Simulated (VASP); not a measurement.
# SiO₂ in VASP 6.6.1, single-point calculation

INCAR

```
LREAL = .FALSE.
GGA = PE
LASPH = .TRUE.
ISIF = 2
SIGMA = 0.02
LWAVE = .FALSE.
IBRION = -1
NBANDS = 25
PREC = Accurate
NSW = 0
EDIFF = 1E-7
ISMEAR = -1
ENCUT = 250
NELM = 120
LCHARG = .FALSE.
```

KPOINTS

```
KPOINTS created by Atomic Simulation Environment
0
Gamma
6 6 10
0 0 0
```

POSCAR

```
Si O
 1.0000000000000000
     4.1851887985999996    0.0000000000000000    0.0000000000000000
     0.0000000000000000    4.1851887985999996    0.0000000000000000
     0.0000000000000000    0.0000000000000000    2.6955282898999999
 Si  O
   2   4
Cartesian
  0.0000000000000000  0.0000000000000000  0.0000000000000000
  2.0925943992999998  2.0925943992999998  1.3477641449500002
  1.2810905141069575  1.2810905141069575  0.0000000000000000
  0.8115038851930421  3.3736849134069575  1.3477641449500002
  3.3736849134069575  0.8115038851930421  1.3477641449500002
  2.9040982844930419  2.9040982844930419  0.0000000000000000
```

The recommended PBE PAW datasets give the neutral cell 32 valence electrons.

Command

```
mpirun -np 1 vasp_std
```

**Question.** How does this run end, and what does it give?

**Answer.** It converged. Results: gap between bands v and c on the k mesh 5.25 eV; least direct gap on the k mesh 5.25 eV; pressure -128.6 GPa; largest force 0.04 eV/Å. Band v is the last that the valence electrons fill when counted band by band, and c is the next.

OSZICAR

```
N       E                     dE             d eps       ncg     rms          rms(c)
DAV:   1     0.680068187383E+02    0.68007E+02   -0.11396E+04  3105   0.689E+02
DAV:   2    -0.467539707553E+02   -0.11476E+03   -0.11133E+03  3699   0.201E+02
DAV:   3    -0.502945242058E+02   -0.35406E+01   -0.35288E+01  3993   0.349E+01
DAV:   4    -0.503118334846E+02   -0.17309E-01   -0.17304E-01  3496   0.267E+00
DAV:   5    -0.503119743188E+02   -0.14083E-03   -0.14081E-03  4017   0.211E-01    0.172E+01
DAV:   6    -0.483049320831E+02    0.20070E+01   -0.36643E+00  3685   0.117E+01    0.933E+00
DAV:   7    -0.481755836405E+02    0.12935E+00   -0.40057E-01  3836   0.368E+00    0.302E+00
DAV:   8    -0.481600756227E+02    0.15508E-01   -0.26790E-02  3757   0.107E+00    0.841E-01
DAV:   9    -0.481597653973E+02    0.31023E-03   -0.18296E-03  3863   0.312E-01    0.327E-01
DAV:  10    -0.481597999420E+02   -0.34545E-04   -0.17259E-04  3634   0.914E-02    0.277E-02
DAV:  11    -0.481598014761E+02   -0.15341E-05   -0.14743E-05  3859   0.229E-02    0.169E-02
DAV:  12    -0.481598017165E+02   -0.24037E-06   -0.21971E-06  3820   0.105E-02    0.118E-03
DAV:  13    -0.481598017613E+02   -0.44809E-07   -0.76775E-08  2727   0.190E-03
   1 F= -.48159802E+02 E0= -.48159802E+02  d E =-.128095E-12
```

These settings aren't sound, so the numbers aren't properties of the crystal.

On sound settings PBE gives a gap of 5.33 eV on its mesh and a pressure of 6.0 GPa for the intended cell.
